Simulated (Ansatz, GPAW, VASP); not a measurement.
**Ca: 3 runs at one level of theory**

```
Ca
1.0
     0.00000    2.79420    2.79420
     2.79420    0.00000    2.79420
     2.79420    2.79420    0.00000
Ca
1
Direct
  0.00000 0.00000 0.00000
```

Alike in all runs: task single point; functional PBE; k mesh 8 × 8 × 8; occupations gaussian, width 0.1 eV; no spin polarisation; no spin-orbit coupling. Pressure is positive in compression and, in plane waves, holds the error of the finite cutoff.

```
                        program and potentials  plane-wave cutoff (eV)  notes  band gap (eV)  pressure (GPa)
             VASP, PBE PAW files Ca_sv, 520 eV                     520      -         no gap           -0.56
    GPAW, GPAW PAW data sets (gpaw-data 1.2.1)                     600      -         no gap           -0.52
Ansatz, all-electron LAPW, scalar-relativistic                       -      -         no gap           -0.56
```

None finds a gap. The pressure spans -0.56 (VASP, PBE PAW files Ca_sv, 520 eV) to -0.52 GPa (GPAW, GPAW PAW data sets (gpaw-data 1.2.1)), with all-electron results at -0.56.

The functional is the same throughout but for its coding, so the spread measures potentials, basis and numerics; runs on potential files found faulty are left out.
